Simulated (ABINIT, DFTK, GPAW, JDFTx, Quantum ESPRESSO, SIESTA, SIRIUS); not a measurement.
**SiC: programs and potentials compared**

```xyz
12
Lattice="3.0950 0.0000 0.0000 -1.5475 2.6803 0.0000 0.0000 0.0000 15.1700" Properties=species:S:1:pos:R:3 pbc="T T T"
Si    1.5475    0.8934    6.9524
Si    0.0000    1.7869   14.5374
Si    1.5475    0.8934   12.0101
Si    0.0000    1.7869    4.4251
Si    0.0000    0.0000    9.4812
Si    0.0000    0.0000    1.8962
C     1.5475    0.8934    5.0562
C     0.0000    1.7869   12.6412
C     1.5475    0.8934   10.1138
C     0.0000    1.7869    2.5288
C     0.0000    0.0000    7.5850
C     0.0000    0.0000    0.0000
```

Alike in all runs: task single point; functional PBE; k mesh 10 × 10 × 2; occupations fermi-dirac, width 0.05 eV; no spin polarisation; no spin-orbit coupling. Pressure is positive in compression and, in plane waves, holds the error of the finite cutoff.

```json
{"program and potentials": "ABINIT, JTH PAW PBE v2.0", "plane-wave cutoff (eV)": "517", "notes": "-", "pressure (GPa)": "-0.28", "largest force (eV/Å)": "0.136"}
{"program and potentials": "SIESTA, files PseudoDojo sr-pbe-0.4.1-standard, DZP (energy shift 0.003 Ry)", "plane-wave cutoff (eV)": "-", "notes": "atomic basis", "pressure (GPa)": "3.10", "largest force (eV/Å)": "0.139"}
{"program and potentials": "GPAW, GPAW PAW data sets (gpaw-data 1.2.1)", "plane-wave cutoff (eV)": "800", "notes": "-", "pressure (GPa)": "1.41", "largest force (eV/Å)": "0.141"}
{"program and potentials": "SIRIUS, PseudoDojo 0.4.1 PBE standard (scalar relativistic)", "plane-wave cutoff (eV)": "1127", "notes": "-", "pressure (GPa)": "0.22", "largest force (eV/Å)": "0.140"}
{"program and potentials": "JDFTx, PseudoDojo-SR-PBE-0.5-standard", "plane-wave cutoff (eV)": "1116", "notes": "-", "pressure (GPa)": "0.20", "largest force (eV/Å)": "0.140"}
{"program and potentials": "Quantum ESPRESSO, SSSP 1.3 efficiency PBE", "plane-wave cutoff (eV)": "748", "notes": "-", "pressure (GPa)": "0.41", "largest force (eV/Å)": "0.142"}
{"program and potentials": "DFTK, PseudoDojo SR PBE 0.4.1 standard (PBE)", "plane-wave cutoff (eV)": "1116", "notes": "-", "pressure (GPa)": "0.21", "largest force (eV/Å)": "0.140"}
```

Force on atom 11 (C), eV/Å:

```csv
program and potentials,x,y,z
"ABINIT, JTH PAW PBE v2.0",0.000,0.000,-0.136
"SIESTA, files PseudoDojo sr-pbe-0.4.1-standard, DZP (energy shift 0.003 Ry)",0.000,0.000,-0.139
"GPAW, GPAW PAW data sets (gpaw-data 1.2.1)",0.000,0.000,-0.141
"SIRIUS, PseudoDojo 0.4.1 PBE standard (scalar relativistic)",0.000,0.000,-0.140
"JDFTx, PseudoDojo-SR-PBE-0.5-standard",0.000,0.000,-0.140
"Quantum ESPRESSO, SSSP 1.3 efficiency PBE",0.000,0.000,-0.142
"DFTK, PseudoDojo SR PBE 0.4.1 standard (PBE)",0.000,0.000,-0.140
```

The pressure spans -0.28 (ABINIT, JTH PAW PBE v2.0) to 3.10 GPa (SIESTA, files PseudoDojo sr-pbe-0.4.1-standard, DZP (energy shift 0.003 Ry)). The pressure on the cell as given of SIESTA, files PseudoDojo sr-pbe-0.4.1-standard, DZP (energy shift 0.003 Ry) lies far from the others; the cause wasn't traced. Rows in atomic bases carry the error of their basis and grid, which can be large.

Differences between rows come from potentials, basis sets and numerical settings, since the functional is the same but for its coding. Runs on potential files found faulty are left out.
